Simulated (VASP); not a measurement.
# KBr (Pm-3m) in VASP: settings compared, part 6 of 6

VASP 6.6.1.

## Step 90: Equation of state, PBE, 32.06 Å³/atom

Contents of INCAR:

```
SYSTEM = KBr
PREC = Low
ENCUT = 550
EDIFF = 1E-6
ISMEAR = 0
SIGMA = 0.05
LREAL = .False.
LASPH = .True.
NELM = 100
ALGO = Normal
ISIF = 2
LWAVE = .False.
LCHARG = .False.
GGA = PE
ADDGRID = .False.
```

Contents of KPOINTS:

```
Automatic mesh
0
Gamma
  7 7 7
  0 0 0
```

Contents of POSCAR:

```
KBr
1.0
    4.0026527831      0.0000000000      0.0000000000
    0.0000000000      4.0026527831      0.0000000000
    0.0000000000      0.0000000000      4.0026527831
Br K
1 1
Direct
    0.5000000000      0.5000000000      0.5000000000
    0.0000000000      0.0000000000      0.0000000000
```

Potentials or basis: VASP PAW PBE potentials, release 64 (Br, K_pv).

The run is started by

```sh
$ cat potpaw_PBE.64/Br/POTCAR potpaw_PBE.64/K_pv/POTCAR > POTCAR
$ mpirun -np 1 vasp_std > vasp.out
```

Run time: 4 s. Hardware: 1 thread of Intel Xeon Platinum 8488C (Sapphire Rapids), shared host; peak memory 0.12 GiB.

The run converged, but some of its settings lie outside the range that counts as converged, so its numbers aren't taken as properties of the crystal.

What came out:

```yaml
Free_energy: -6.0363 eV
Pressure: 0.7 GPa
Band_gap_on_the_k_mesh: 3.98 eV, indirect (least direct gap 4.22 eV)
```

Caveat: an odd mesh through Γ misses points on the zone boundary, where band edges often lie.

## Step 91: Equation of state, PBE, 34.05 Å³/atom

INCAR is that of step 90.

KPOINTS is that of step 90.

Contents of POSCAR:

```
KBr
1.0
    4.0835362474      0.0000000000      0.0000000000
    0.0000000000      4.0835362474      0.0000000000
    0.0000000000      0.0000000000      4.0835362474
Br K
1 1
Direct
    0.5000000000      0.5000000000      0.5000000000
    0.0000000000      0.0000000000      0.0000000000
```

The run is started by

```sh
$ cat potpaw_PBE.64/Br/POTCAR potpaw_PBE.64/K_pv/POTCAR > POTCAR
$ mpirun -np 1 vasp_std > vasp.out
```

Run time: 4.2 s. Hardware: 1 thread of Intel Xeon Platinum 8488C (Sapphire Rapids), shared host; peak memory 0.12 GiB.

The run converged, but some of its settings lie outside the range that counts as converged, so its numbers aren't taken as properties of the crystal.

Results:

```yaml
Free_energy: -6.0407 eV
Pressure: -0.3 GPa
Band_gap_on_the_k_mesh: 3.79 eV, indirect (least direct gap 4.02 eV)
```

Caveat: an odd mesh through Γ misses points on the zone boundary, where band edges often lie.

## Step 92: Equation of state, PBE, 32.06 Å³/atom

INCAR: that of step 91 with these lines changed.

```diff
@@ -1,3 +1,3 @@
 SYSTEM = KBr
-PREC = Low
+PREC = Normal
 ENCUT = 550
```

KPOINTS is that of step 91.

Contents of POSCAR:

```
KBr
1.0
    4.0026527831      0.0000000000      0.0000000000
    0.0000000000      4.0026527831      0.0000000000
    0.0000000000      0.0000000000      4.0026527831
Br K
1 1
Direct
    0.5000000000      0.5000000000      0.5000000000
    0.0000000000      0.0000000000      0.0000000000
```

The run is started by

```sh
$ cat potpaw_PBE.64/Br/POTCAR potpaw_PBE.64/K_pv/POTCAR > POTCAR
$ mpirun -np 1 vasp_std > vasp.out
```

Wall time 4.3 s (1 thread of Intel Xeon Platinum 8488C (Sapphire Rapids), shared host); peak memory 0.15 GiB.

The run converged, but some of its settings lie outside the range that counts as converged, so its numbers aren't taken as properties of the crystal.

What came out:

| Quantity | Value |
| --- | --- |
| Free energy | -6.0365 eV |
| Pressure | 0.7 GPa |
| Band gap on the k mesh | 3.98 eV, indirect (least direct gap 4.22 eV) |

Caveat: an odd mesh through Γ misses points on the zone boundary, where band edges often lie.

## Step 93: Equation of state, PBE, 34.05 Å³/atom

INCAR is that of step 92.

KPOINTS is that of step 92.

Contents of POSCAR:

```
KBr
1.0
    4.0835362474      0.0000000000      0.0000000000
    0.0000000000      4.0835362474      0.0000000000
    0.0000000000      0.0000000000      4.0835362474
Br K
1 1
Direct
    0.5000000000      0.5000000000      0.5000000000
    0.0000000000      0.0000000000      0.0000000000
```

Potentials or basis: VASP PAW PBE potentials, release 64 (Br, K_pv).

The run is started by

```sh
$ cat potpaw_PBE.64/Br/POTCAR potpaw_PBE.64/K_pv/POTCAR > POTCAR
$ mpirun -np 1 vasp_std > vasp.out
```

Run time: 4.3 s. Hardware: 1 thread of Intel Xeon Platinum 8488C (Sapphire Rapids), shared host; peak memory 0.15 GiB.

The run converged, but some of its settings lie outside the range that counts as converged, so its numbers aren't taken as properties of the crystal.

What came out:

```yaml
Free_energy: -6.0410 eV
Pressure: -0.3 GPa
Band_gap_on_the_k_mesh: 3.79 eV, indirect (least direct gap 4.02 eV)
```

Caveat: an odd mesh through Γ misses points on the zone boundary, where band edges often lie.

## Step 94: Equation of state, PBE, 32.06 Å³/atom

INCAR: that of step 93 with these lines changed.

```diff
@@ -1,3 +1,3 @@
 SYSTEM = KBr
-PREC = Normal
+PREC = Accurate
 ENCUT = 550
@@ -6,3 +6,3 @@
 SIGMA = 0.05
-LREAL = .False.
+LREAL = Auto
 LASPH = .True.
```

KPOINTS is that of step 93.

Contents of POSCAR:

```
KBr
1.0
    4.0026527831      0.0000000000      0.0000000000
    0.0000000000      4.0026527831      0.0000000000
    0.0000000000      0.0000000000      4.0026527831
Br K
1 1
Direct
    0.5000000000      0.5000000000      0.5000000000
    0.0000000000      0.0000000000      0.0000000000
```

The run is started by

```sh
$ cat potpaw_PBE.64/Br/POTCAR potpaw_PBE.64/K_pv/POTCAR > POTCAR
$ mpirun -np 1 vasp_std > vasp.out
```

Wall time 9 s (1 thread of Intel Xeon Platinum 8488C (Sapphire Rapids), shared host); peak memory 0.18 GiB.

The run converged, but some of its settings lie outside the range that counts as converged, so its numbers aren't taken as properties of the crystal.

What came out:

```yaml
Free_energy: -6.0370 eV
Pressure: 0.7 GPa
Band_gap_on_the_k_mesh: 3.98 eV, indirect (least direct gap 4.22 eV)
```

Caveat: an odd mesh through Γ misses points on the zone boundary, where band edges often lie.

## Step 95: Equation of state, PBE, 34.05 Å³/atom

INCAR is that of step 94.

KPOINTS is that of step 94.

Contents of POSCAR:

```
KBr
1.0
    4.0835362474      0.0000000000      0.0000000000
    0.0000000000      4.0835362474      0.0000000000
    0.0000000000      0.0000000000      4.0835362474
Br K
1 1
Direct
    0.5000000000      0.5000000000      0.5000000000
    0.0000000000      0.0000000000      0.0000000000
```

The run is started by

```sh
$ cat potpaw_PBE.64/Br/POTCAR potpaw_PBE.64/K_pv/POTCAR > POTCAR
$ mpirun -np 1 vasp_std > vasp.out
```

Run time: 8.6 s. Hardware: 1 thread of Intel Xeon Platinum 8488C (Sapphire Rapids), shared host; peak memory 0.18 GiB.

These settings aren't checked as converged: the numbers below hold their error.

Results:

- Free energy: -6.0416 eV
- Pressure: -0.3 GPa
- Band gap on the k mesh: 3.79 eV, indirect (least direct gap 4.02 eV)

Caveat: an odd mesh through Γ misses points on the zone boundary, where band edges often lie.

## Step 96: Equation of state, PBE, 32.06 Å³/atom

INCAR: that of step 95 with these lines changed.

```diff
@@ -3,6 +3,6 @@
 ENCUT = 550
-EDIFF = 1E-6
+EDIFF = 1E-4
 ISMEAR = 0
 SIGMA = 0.05
-LREAL = Auto
+LREAL = .False.
 LASPH = .True.
```

KPOINTS is that of step 95.

Contents of POSCAR:

```
KBr
1.0
    4.0026527831      0.0000000000      0.0000000000
    0.0000000000      4.0026527831      0.0000000000
    0.0000000000      0.0000000000      4.0026527831
Br K
1 1
Direct
    0.5000000000      0.5000000000      0.5000000000
    0.0000000000      0.0000000000      0.0000000000
```

Potentials or basis: VASP PAW PBE potentials, release 64 (Br, K_pv).

The run is started by

```sh
$ cat potpaw_PBE.64/Br/POTCAR potpaw_PBE.64/K_pv/POTCAR > POTCAR
$ mpirun -np 1 vasp_std > vasp.out
```

Run time: 6.2 s. Hardware: 1 thread of Intel Xeon Platinum 8488C (Sapphire Rapids), shared host; peak memory 0.18 GiB.

The run converged, but some of its settings lie outside the range that counts as converged, so its numbers aren't taken as properties of the crystal.

What came out:

```yaml
Free_energy: -6.0365 eV
Pressure: 0.7 GPa
Band_gap_on_the_k_mesh: 3.98 eV, indirect (least direct gap 4.22 eV)
```

Caveat: an odd mesh through Γ misses points on the zone boundary, where band edges often lie.

## Step 97: Equation of state, PBE, 34.05 Å³/atom

INCAR is that of step 96.

KPOINTS is that of step 96.

Contents of POSCAR:

```
KBr
1.0
    4.0835362474      0.0000000000      0.0000000000
    0.0000000000      4.0835362474      0.0000000000
    0.0000000000      0.0000000000      4.0835362474
Br K
1 1
Direct
    0.5000000000      0.5000000000      0.5000000000
    0.0000000000      0.0000000000      0.0000000000
```

The run is started by

```sh
$ cat potpaw_PBE.64/Br/POTCAR potpaw_PBE.64/K_pv/POTCAR > POTCAR
$ mpirun -np 1 vasp_std > vasp.out
```

Run time: 6.4 s. Hardware: 1 thread of Intel Xeon Platinum 8488C (Sapphire Rapids), shared host; peak memory 0.18 GiB.

The run converged, but some of its settings lie outside the range that counts as converged, so its numbers aren't taken as properties of the crystal.

Results:

```yaml
Free_energy: -6.0410 eV
Pressure: -0.3 GPa
Band_gap_on_the_k_mesh: 3.79 eV, indirect (least direct gap 4.02 eV)
```

Caveat: an odd mesh through Γ misses points on the zone boundary, where band edges often lie.

## Step 98: Equation of state, PBE, 32.06 Å³/atom

INCAR: that of step 97 with these lines changed.

```diff
@@ -2,4 +2,4 @@
 PREC = Accurate
-ENCUT = 550
-EDIFF = 1E-4
+ENCUT = 450
+EDIFF = 1E-6
 ISMEAR = 0
```

Contents of KPOINTS:

```
Automatic mesh
0
Gamma
  8 8 8
  0 0 0
```

Contents of POSCAR:

```
KBr
1.0
    4.0026527831      0.0000000000      0.0000000000
    0.0000000000      4.0026527831      0.0000000000
    0.0000000000      0.0000000000      4.0026527831
Br K
1 1
Direct
    0.5000000000      0.5000000000      0.5000000000
    0.0000000000      0.0000000000      0.0000000000
```

The run is started by

```sh
$ cat potpaw_PBE.64/Br/POTCAR potpaw_PBE.64/K_pv/POTCAR > POTCAR
$ mpirun -np 1 vasp_std > vasp.out
```

Run time: 8.1 s. Hardware: 1 thread of Intel Xeon Platinum 8488C (Sapphire Rapids), shared host; peak memory 0.17 GiB.

The run converged, but some of its settings lie outside the range that counts as converged, so its numbers aren't taken as properties of the crystal.

What came out:

```
Free energy            : -6.0364 eV
Pressure               : 0.7 GPa
Band gap on the k mesh : 3.95 eV, indirect (least direct gap 4.22 eV)
```

## Step 99: Equation of state, PBE, 34.05 Å³/atom

INCAR is that of step 98.

KPOINTS is that of step 98.

Contents of POSCAR:

```
KBr
1.0
    4.0835362474      0.0000000000      0.0000000000
    0.0000000000      4.0835362474      0.0000000000
    0.0000000000      0.0000000000      4.0835362474
Br K
1 1
Direct
    0.5000000000      0.5000000000      0.5000000000
    0.0000000000      0.0000000000      0.0000000000
```

Potentials or basis: VASP PAW PBE potentials, release 64 (Br, K_pv).

The run is started by

```sh
$ cat potpaw_PBE.64/Br/POTCAR potpaw_PBE.64/K_pv/POTCAR > POTCAR
$ mpirun -np 1 vasp_std > vasp.out
```

Wall time 8.5 s (1 thread of Intel Xeon Platinum 8488C (Sapphire Rapids), shared host); peak memory 0.17 GiB.

The run converged, but some of its settings lie outside the range that counts as converged, so its numbers aren't taken as properties of the crystal.

Results:

```yaml
Free_energy: -6.0409 eV
Pressure: -0.3 GPa
Band_gap_on_the_k_mesh: 3.77 eV, indirect (least direct gap 4.02 eV)
```

## Step 100: Equation of state, PBE, 32.06 Å³/atom

INCAR: that of step 99 with these lines changed.

```diff
@@ -2,3 +2,3 @@
 PREC = Accurate
-ENCUT = 450
+ENCUT = 700
 EDIFF = 1E-6
```

Contents of KPOINTS:

```
Automatic mesh
0
Gamma
  7 7 7
  0 0 0
```

Contents of POSCAR:

```
KBr
1.0
    4.0026527831      0.0000000000      0.0000000000
    0.0000000000      4.0026527831      0.0000000000
    0.0000000000      0.0000000000      4.0026527831
Br K
1 1
Direct
    0.5000000000      0.5000000000      0.5000000000
    0.0000000000      0.0000000000      0.0000000000
```

The run is started by

```sh
$ cat potpaw_PBE.64/Br/POTCAR potpaw_PBE.64/K_pv/POTCAR > POTCAR
$ mpirun -np 1 vasp_std > vasp.out
```

It took 9.6 s on 1 thread of Intel Xeon Platinum 8488C (Sapphire Rapids), shared host; peak memory 0.21 GiB.

The run converged, but some of its settings lie outside the range that counts as converged, so its numbers aren't taken as properties of the crystal.

Results:

- Free energy: -6.0364 eV
- Pressure: 0.7 GPa
- Band gap on the k mesh: 3.98 eV, indirect (least direct gap 4.22 eV)

Caveat: an odd mesh through Γ misses points on the zone boundary, where band edges often lie.

## Step 101: Equation of state, PBE, 34.05 Å³/atom

INCAR is that of step 100.

KPOINTS is that of step 100.

Contents of POSCAR:

```
KBr
1.0
    4.0835362474      0.0000000000      0.0000000000
    0.0000000000      4.0835362474      0.0000000000
    0.0000000000      0.0000000000      4.0835362474
Br K
1 1
Direct
    0.5000000000      0.5000000000      0.5000000000
    0.0000000000      0.0000000000      0.0000000000
```

The run is started by

```sh
$ cat potpaw_PBE.64/Br/POTCAR potpaw_PBE.64/K_pv/POTCAR > POTCAR
$ mpirun -np 1 vasp_std > vasp.out
```

Run time: 9.9 s. Hardware: 1 thread of Intel Xeon Platinum 8488C (Sapphire Rapids), shared host; peak memory 0.21 GiB.

These settings aren't checked as converged: the numbers below hold their error.

What came out:

* Free energy: -6.0408 eV
* Pressure: -0.3 GPa
* Band gap on the k mesh: 3.79 eV, indirect (least direct gap 4.02 eV)

Caveat: an odd mesh through Γ misses points on the zone boundary, where band edges often lie.

## Step 102: Equation of state, PBE, 32.06 Å³/atom

INCAR: that of step 101 with these lines changed.

```diff
@@ -2,3 +2,3 @@
 PREC = Accurate
-ENCUT = 700
+ENCUT = 550
 EDIFF = 1E-6
```

Contents of KPOINTS:

```
Automatic mesh
0
Gamma
  8 8 8
  0 0 0
```

Contents of POSCAR:

```
KBr
1.0
    4.0026527831      0.0000000000      0.0000000000
    0.0000000000      4.0026527831      0.0000000000
    0.0000000000      0.0000000000      4.0026527831
Br K
1 1
Direct
    0.5000000000      0.5000000000      0.5000000000
    0.0000000000      0.0000000000      0.0000000000
```

Potentials or basis: VASP PAW PBE potentials, release 64 (Br, K_pv).

The run is started by

```sh
$ cat potpaw_PBE.64/Br/POTCAR potpaw_PBE.64/K_pv/POTCAR > POTCAR
$ mpirun -np 1 vasp_std > vasp.out
```

It took 9.1 s on 1 thread of Intel Xeon Platinum 8488C (Sapphire Rapids), shared host; peak memory 0.19 GiB.

These settings aren't checked as converged: the numbers below hold their error.

Results:

```
Free energy            : -6.0365 eV
Pressure               : 0.7 GPa
Band gap on the k mesh : 3.95 eV, indirect (least direct gap 4.22 eV)
```

## Step 103: Equation of state, PBE, 34.05 Å³/atom

INCAR is that of step 102.

KPOINTS is that of step 102.

Contents of POSCAR:

```
KBr
1.0
    4.0835362474      0.0000000000      0.0000000000
    0.0000000000      4.0835362474      0.0000000000
    0.0000000000      0.0000000000      4.0835362474
Br K
1 1
Direct
    0.5000000000      0.5000000000      0.5000000000
    0.0000000000      0.0000000000      0.0000000000
```

The run is started by

```sh
$ cat potpaw_PBE.64/Br/POTCAR potpaw_PBE.64/K_pv/POTCAR > POTCAR
$ mpirun -np 1 vasp_std > vasp.out
```

Run time: 9.4 s. Hardware: 1 thread of Intel Xeon Platinum 8488C (Sapphire Rapids), shared host; peak memory 0.19 GiB.

These settings aren't checked as converged: the numbers below hold their error.

What came out:

| Property | Result |
| --- | --- |
| Free energy | -6.0410 eV |
| Pressure | -0.3 GPa |
| Band gap on the k mesh | 3.77 eV, indirect (least direct gap 4.02 eV) |

## Step 104: Density of states, vdW-DF, spin-orbit coupling, no magnetisation

Contents of POSCAR:

```
KBr
1.0
    4.0434990000      0.0000000000      0.0000000000
    0.0000000000      4.0434990000      0.0000000000
    0.0000000000      0.0000000000      4.0434990000
Br K
1 1
Direct
    0.5000000000      0.5000000000      0.5000000000
    0.0000000000      0.0000000000      0.0000000000
```

Contents of INCAR.step1:

```
PREC = Medium
ENCUT = 520
EDIFF = 1E-6
ISMEAR = -1
SIGMA = 0.005
LREAL = False
LASPH = True
NELM = 100
ALGO = Fast
ISIF = 2
LWAVE = False
LCHARG = True
MAGMOM = 0 0 0 0 0 0
LSORBIT = True
GGA_COMPAT = False
GGA = RE
LUSE_VDW = True
AGGAC = 0.0
NBANDS = 28
AMIX = 0.2
BMIX = 1E-4
AMIX_MAG = 0.8
BMIX_MAG = 1E-4
```

Contents of KPOINTS.step1:

```
Automatic mesh
0
Gamma
  5 5 5
```

Contents of INCAR.step2:

```
PREC = Medium
ENCUT = 520
EDIFF = 1E-6
ISMEAR = -5
SIGMA = 0.005
LREAL = False
LASPH = True
NELM = 100
ALGO = Fast
ISIF = 2
LWAVE = False
LCHARG = False
MAGMOM = 0 0 0 0 0 0
LORBIT = 10
LSORBIT = True
GGA_COMPAT = False
GGA = RE
LUSE_VDW = True
AGGAC = 0.0
NBANDS = 28
AMIX = 0.2
BMIX = 1E-4
AMIX_MAG = 0.8
BMIX_MAG = 1E-4
NEDOS = 1001
ICHARG = 11
```

Contents of KPOINTS.step2:

```
Automatic mesh
0
Gamma
  8 8 8
```

Potentials or basis: VASP PAW PBE potentials, release 64 (Br, K_sv).

The run is started by

```sh
$ cat potpaw_PBE.64/Br/POTCAR potpaw_PBE.64/K_sv/POTCAR > POTCAR
$ cp INCAR.step1 INCAR
$ cp KPOINTS.step1 KPOINTS
$ mpirun -np 1 vasp_ncl > vasp.out
$ cp INCAR.step2 INCAR
$ cp KPOINTS.step2 KPOINTS
$ mpirun -np 1 vasp_ncl > vasp.out
```

It took 38 s on 1 thread of Intel Xeon 6975P-C (Granite Rapids), shared host; peak memory 0.28 GiB.

The run converged, but some of its settings lie outside the range that counts as converged, so its numbers aren't taken as properties of the crystal.

Results:

```
Valence electrons inside the program's atomic spheres : Br 4.94; K 7.54
```

Caveat: the PAW data sets were made with another functional, which shifts forces and pressure a little.

## Step 105: The reference run

An earlier run on the cell as given: functional PBE; potentials or basis VASP PAW PBE potentials, release 64 (Br, K_sv); cutoff 520 eV; k mesh 7 × 7 × 7; occupations fermi-dirac, width 0.05 eV; no spin polarisation.

- Pressure: 0.0 GPa
- Band gap on the k mesh: 3.89 eV, indirect (least direct gap 4.12 eV)
